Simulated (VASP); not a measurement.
# Y (P6_3/mmc) in VASP: further runs

Runs on Y. Level: PBEsol. Tasks: single point.

Program: VASP 6.6.1. These are calculated values, not measurements. Logs are shortened: lines on timing, memory, paths and dates and some standing lists are left out, and cuts for length are marked.

**1. Starting point**

Symmetry: P6_3/mmc, No. 194, hexagonal system. The conventional cell has a = 3.647 Å, b = 3.647 Å, c = 5.731 Å, α = 90.00°, β = 90.00°, γ = 120.00°. Around Y (site symmetry -6m2) lie 12 Y at 3.56 to 3.65 Å.

**2. Single point, PBEsol**

The input, INCAR:

```
SYSTEM = Y
PREC     = Accurate       ! precision mode
ENCUT    = 900            ! plane-wave cutoff, eV
EDIFF    = 1E-6           ! SCF threshold, eV
ISMEAR   = -1             ! smearing method
SIGMA    = 0.15           ! smearing width, eV
LREAL    = .FALSE.        ! projectors in reciprocal space
LASPH    = .TRUE.         ! aspherical terms in the spheres
NELM     = 100            ! most SCF steps
ALGO     = Normal         ! electronic algorithm
ISIF     = 2              ! what is computed and relaxed
LWAVE    = .FALSE.        ! write WAVECAR
LCHARG   = .FALSE.        ! write CHGCAR
GGA      = PS             ! functional
NBANDS   = 18             ! bands
ADDGRID  = .FALSE.
```

The input, KPOINTS:

```
Automatic mesh
0
G
  13 13 7
  0 0 0
```

The input, POSCAR:

```
Y
1.0
    3.6474000000      0.0000000000      0.0000000000
   -1.8237000000      3.1587410578      0.0000000000
    0.0000000000      0.0000000000      5.7306000000
Y
2
Direct
    0.6666666667      0.3333333333      0.7500000000
    0.3333333333      0.6666666667      0.2500000000
```

Potentials or basis: VASP PAW PBE potentials, release 64 (Y_sv).

The run is started by

```bash
$ cat potpaw_PBE.64/Y_sv/POTCAR > POTCAR
$ mpirun -np 1 vasp_std > vasp.out
```

OUTCAR:

```text
SYSTEM = Y
   PREC = Accurate
   ENCUT = 900
   EDIFF = 1E-6
   ISMEAR = -1
   LREAL = .FALSE.
   LASPH = .TRUE.
   NELM = 100
   ISIF = 2
   GGA = PS

 Found     84 irreducible k-points:

 Following reciprocal coordinates:
            Coordinates               Weight
  0.000000  0.000000  0.000000      1.000000
  0.076923 -0.000000  0.000000      6.000000
  0.153846  0.000000  0.000000      6.000000
  0.230769 -0.000000  0.000000      6.000000
  0.307692  0.000000  0.000000      6.000000
  0.384615 -0.000000  0.000000      6.000000
   k-points           NKPTS =     84   k-points in BZ     NKDIM =     84   number of bands    NBANDS=     18
   number of dos      NEDOS =    301   number of ions     NIONS =      2
   total plane-waves  NPLWV =  72576
   dimension x,y,z NGX =    36 NGY =   36 NGZ =   56
   dimension x,y,z NGXF=    72 NGYF=   72 NGZF=  112
   ions per type =               2
   NGX,Y,Z   is equivalent  to a cutoff of  16.41, 16.41, 16.25 a.u.
   NGXF,Y,Z  is equivalent  to a cutoff of  32.82, 32.82, 32.49 a.u.
 SYSTEM =  Y
   PREC   = accura    normal or accurate (medium, high low for compatibility)
   ISTART =      0    job   : 0-new  1-cont  2-samecut
   ICHARG =      2    charge: 1-file 2-atom 10-const
   ISPIN  =      1    spin polarized calculation?
   LNONCOLLINEAR =      F non collinear calculations
   LSORBIT =      F    spin-orbit coupling
   LASPH  =      T    aspherical Exc in radial PAW
   ENCUT  =  900.0 eV  66.15 Ry    8.13 a.u.   8.92  8.92 14.02*2*pi/ulx,y,z
   NELM   =    100;   NELMIN=  2; NELMDL= -5     # of ELM steps
   EDIFF  = 0.1E-05   stopping-criterion for ELM
   LREAL  =      F    real-space projection
   EDIFFG = 0.1E-04   stopping-criterion for IOM
   NSW    =      0    number of steps for IOM
   IBRION =     -1    ionic relax: 0-MD 1-quasi-New 2-CG
   NFREE  =      0    steps in history (QN), initial steepest desc. (CG)
   ISIF   =      2    stress and relaxation
   ISYM   =      2    0-nonsym 1-usesym 2-fastsym
   POTIM  = 0.5000    time-step for ionic-motion
   TEBEG  =    0.0;   TEEND  =   0.0 temperature during run
   PSTRESS=    0.0 pullay stress
   NELECT =      22.0000    total number of electrons
   NUPDOWN=      -1.0000    fix difference up-down
   EMIN   =  10.00;   EMAX   =-10.00  energy-range for DOS
   EFERMI =   0.00;   METHOD = LEGACY
   ISMEAR =    -1;   SIGMA  =   0.15  broadening in eV -4-tet -1-fermi 0-gaus
   EFERMI_NEDOS =   21; number of points for ismear=-14 and -15
   IALGO  =     38    algorithm
   IMIX   =      4    mixing-type and parameters
     AMIX     =   0.40;   BMIX     =  1.00
     AMIX_MAG =   1.60;   BMIX_MAG =  1.00
  volume/ion in A,a.u.               =      33.01       222.77
  Fermi-wavevector in a.u.,A,eV,Ry     =   1.134967  2.144777 17.526345  1.288150
  Thomas-Fermi vector in A             =   2.271671
   LORBIT       =      0    0 simple, 1 ext, 2 COOP (PROOUT), +10 PAW based schemes
   GGA     = PS    functional components
   LHFCALC =     F    Hartree Fock is set to
   AEXX    =    0.0000 exact exchange contribution
   IVDW    =     0    specifies the selected vdW correction
   LEPSILON=     F    determine dielectric tensor
   LRPA    =     F    only Hartree local field effects (RPA)
 non-spin polarized calculation
  energy-cutoff  :      900.00
  volume of cell :       66.02
 maximum number of plane-waves:      4076
 NGX is ok and might be reduce to    36
   NGX = 17   NGY = 17   NGZ = 29

 number of electron      22.0000001 magnetization

 Free energy of the ion-electron system (eV)
  ---------------------------------------------------
  ext. energy  EPLUGINS =         0.00000000
  ---------------------------------------------------
  free energy    TOTEN  =       -13.74952065 eV

  energy without entropy =      -13.49607868  energy(sigma->0) =      -13.62279966

 E-fermi :   2.8621     XC(G=0):  -9.5132

 val. band max:        2.8610278240   @ k =   0.4615   0.0769   0.4286
 cond. band min:       2.8697557700   @ k =   0.3077   0.1538   0.4286
 fundamental gap:      0.0087279461
 Fermi energy:         2.8621281110

 k-point     1 :       0.0000    0.0000    0.0000
  band No.  band energies     occupation
      1     -39.7429      2.00000
      2     -39.6708      2.00000
      3     -20.0400      2.00000
      4     -19.5618      2.00000
      5     -19.5618      2.00000
      6     -19.4735      2.00000
      7     -19.4735      2.00000
      8     -19.4481      2.00000
      9      -1.8332      2.00000
     10       0.9974      1.99999
     11       3.7354      0.00591
     12       4.6029      0.00002
     13       4.6029      0.00002
     14       4.8845      0.00000
     15       5.2009      0.00000
     16       5.2009      0.00000
     17       5.6337      0.00000
     18       5.6337      0.00000

 k-point     2 :       0.0769   -0.0000    0.0000
  band No.  band energies     occupation
      1     -39.7400      2.00000
      2     -39.6697      2.00000
      3     -20.0295      2.00000
      4     -19.5831      2.00000
      5     -19.5691      2.00000
      6     -19.4959      2.00000
      7     -19.4762      2.00000
      8     -19.4530      2.00000
      9      -1.7074      2.00000
     10       1.1168      1.99998
     11       3.6066      0.01389
     12       4.2841      0.00015
     13       4.7197      0.00001
     14       5.0476      0.00000
     15       5.1336      0.00000
     16       5.3110      0.00000
     17       5.4640      0.00000
     18       5.5137      0.00000

 k-point     3 :       0.1538    0.0000    0.0000
  band No.  band energies     occupation
      1     -39.7318      2.00000
      2     -39.6669      2.00000
      3     -19.9994      2.00000
      4     -19.6423      2.00000
      5     -19.5887      2.00000
      6     -19.5570      2.00000
      7     -19.4844      2.00000
      8     -19.4677      2.00000
      9      -1.3439      2.00000
     10       1.4424      1.99984
     11       3.2797      0.11637
     12       3.7901      0.00411
     13       4.7229      0.00001
     14       5.0647      0.00000
     15       5.1310      0.00000
     16       5.2348      0.00000
     17       5.4718      0.00000
     18       5.6337      0.00000

 k-point     4 :       0.2308   -0.0000    0.0000
  band No.  band energies     occupation
      1     -39.7197      2.00000
      2     -39.6635      2.00000
      3     -19.9532      2.00000
      4     -19.7261      2.00000
      5     -19.6400      2.00000
      6     -19.6152      2.00000
      7     -19.4968      2.00000
      8     -19.4920      2.00000
      9      -0.7857      2.00000
     10       1.8460      1.99772
     11       2.8764      0.95235
     12       3.3302      0.08454
     13       4.4048      0.00007
     14       4.8022      0.00000
     15       4.9196      0.00000
     16       5.6213      0.00000
     17       5.9084      0.00000
     18       6.1432      0.00000

 k-point     5 :       0.3077    0.0000    0.0000
  band No.  band energies     occupation
      1     -39.7061      2.00000
      2     -39.6606      2.00000
      3     -19.8967      2.00000
      4     -19.8153      2.00000
      5     -19.7247      2.00000
      6     -19.6423      2.00000
      7     -19.5251      2.00000
      8     -19.5107      2.00000
      9      -0.1076      2.00000
     10       2.0441      1.99147
     11       2.5007      1.83510
     12       3.0414      0.46476
     13       4.3465      0.00010
     14       4.5330      0.00003
     15       4.6424      0.00001
     16       6.3554      0.00000
     17       6.4732      0.00000
     18       6.7858      0.00000

 k-point     6 :       0.3846   -0.0000    0.0000
  band No.  band energies     occupation
      1     -39.6934      2.00000
      2     -39.6596      2.00000
      3     -19.8893      2.00000
      4     -19.8392      2.00000
      5     -19.7926      2.00000
      6     -19.6642      2.00000
      7     -19.5632      2.00000
      8     -19.5227      2.00000
      9       0.5751      2.00000
     10       1.9271      1.99608
     11       2.2192      1.97287
     12       2.8811      0.93673
     13       4.3453      0.00010
     14       4.4416      0.00005
     15       4.6170      0.00002
     16       7.1858      0.00000
     17       7.2017      0.00000
     18       7.4642      0.00000

 [... further k-points ...]

------------------------ aborting loop because EDIFF is reached ----------------------------------------

  FORCE on cell =-STRESS in cart. coord.  units (eV):
  Direction    XX          YY          ZZ          XY          YZ          ZX
  --------------------------------------------------------------------------------------
  -------------------------------------------------------------------------------------
  Total       -0.7825991     -0.7825991     -0.8394293      0.0000000      0.0000000     -0.0000000
  in kB      -18.9911999    -18.9911999    -20.3702889      0.0000000      0.0000000     -0.0000000
  external PRESSURE =     -19.4508963 kB  Pullay stress =       0.0000000 kB

 VOLUME and BASIS-vectors are now :
 -----------------------------------------------------------------------------
  energy-cutoff  :      900.00
  volume of cell :       66.02
      direct lattice vectors                 reciprocal lattice vectors
     3.647400000  0.000000000  0.000000000     0.274167900  0.158290911  0.000000000
    -1.823700000  3.158741058  0.000000000     0.000000000  0.316581822  0.000000000
     0.000000000  0.000000000  5.730600000     0.000000000  0.000000000  0.174501797

 POSITION                                       TOTAL-FORCE (eV/Angst)
 -----------------------------------------------------------------------------------
      1.82370      1.05291      4.29795         0.000000      0.000000      0.000000
     -0.00000      2.10583      1.43265        -0.000000     -0.000000      0.000000
 -----------------------------------------------------------------------------------
    total drift:                               -0.000000      0.000000     -0.000000

  FREE ENERGIE OF THE ION-ELECTRON SYSTEM (eV)
  ---------------------------------------------------
  free  energy   TOTEN  =       -13.7495206506 eV

  energy  without entropy=      -13.4960786786  energy(sigma->0) =      -13.62279966
```

It took 84 s on 1 thread of AMD EPYC 9R45 (Zen 5), shared host; peak memory 0.38 GiB.

These settings aren't checked as converged: the numbers below hold their error.

What came out:

| Property | Result |
| --- | --- |
| Free energy | -13.7495 eV |
| Pressure | -1.9 GPa |
| Band gap on the k mesh | none (metal or under the smearing width) |

Caveat: the PAW data sets were made with another functional, which shifts forces and pressure a little.

**3. Single point, PBEsol**

INCAR: that of step 2 with these lines changed.

```diff
@@ -2,3 +2,3 @@
 PREC     = Accurate       ! precision mode
-ENCUT    = 900            ! plane-wave cutoff, eV
+ENCUT    = 550            ! plane-wave cutoff, eV
 EDIFF    = 1E-6           ! SCF threshold, eV
```

The input, KPOINTS:

```
Automatic mesh
0
G
  18 18 10
  0 0 0
```

POSCAR is that of step 2.

Potentials or basis: VASP PAW PBE potentials, release 64 (Y_sv).

The run is started by

```bash
$ cat potpaw_PBE.64/Y_sv/POTCAR > POTCAR
$ mpirun -np 1 vasp_std > vasp.out
```

It took 1.9 min on 1 thread of AMD EPYC 9R45 (Zen 5), shared host; peak memory 0.36 GiB.

These settings aren't checked as converged: the numbers below hold their error.

What came out:

| Item | Value |
| --- | --- |
| Free energy | -13.7498 eV |
| Pressure | -2.0 GPa |
| Band gap on the k mesh | none (metal or under the smearing width) |

Caveat: the PAW data sets were made with another functional, which shifts forces and pressure a little.

(Continued in part 2 of 2.)
